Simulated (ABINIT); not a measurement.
Planning a run of ABINIT 10.8.3 on GaP (F-43m). The input:

```
acell 3*1.0 Angstrom
rprim 
  0.000000000000 2.725250000000 2.725250000000
  2.725250000000 0.000000000000 2.725250000000
  2.725250000000 2.725250000000 0.000000000000
ntypat 2
znucl 31 15
natom 2
typat 1 2
xred 
  0.000000000000 0.000000000000 0.000000000000
  0.250000000000 0.250000000000 0.250000000000
pp_dirpath "pseudos"
pseudos "Ga.upf, P.upf"
ecut 45
ngkpt 4 4 4
nshiftk 1
shiftk 0 0 0
kptopt 1
chksymbreak 0
istwfk *1
occopt 1
irdwfk 1
optdriver 4
nband 323
gwcalctyp 0
ecutsigx 45
symsigma 1
nkptgw 3
kptgw 
  0.0000000000 0.0000000000 0.0000000000
  0.5000000000 0.0000000000 0.0000000000
  0.5000000000 0.5000000000 0.0000000000
bdgw 
  11 17
  12 16
  12 15
ecuteps 17.16
irdscr 1
ppmodel 1
indata_prefix "in"
outdata_prefix "out"
tmpdata_prefix "tmp"
```

```sh
OMP_NUM_THREADS=1 mpirun -n 4 abinit run.abi > log
```

**Question.** How long will it take on 4 MPI ranks of Arm Neoverse V1, shared host, and how much memory?

It took 9.4 min; on shared hardware allow 4.7 min to 19 min. Peak host memory was 4.2 GiB.

[Paths, hosts, dates, memory and timing lines, banners, echoed tables and standing remarks are left out of the program output.]

[Logs are printed without paths, hosts, clocks, repeated set-up lines and the standing remarks that a program may print on its own settings, such as how far it seeks lower states.]

[Runs of the session that timed out or met a known fault of the program may be left out.]

[Hosts, paths, dates, database ids (printed as entryN), source tags and the programs' standing remarks are cut or masked in the printed files.]

[G0W0 gaps are taken among the corrected bands and points alone; a level outside them can change the order at an edge.]

[Where Ansatz stands beside ABINIT at settings called matched, ABINIT's density can come from a denser mesh and the files from another edition; pairs whose starting gaps differed by over 0.03 eV were left out, so agreement reads better than it is.]
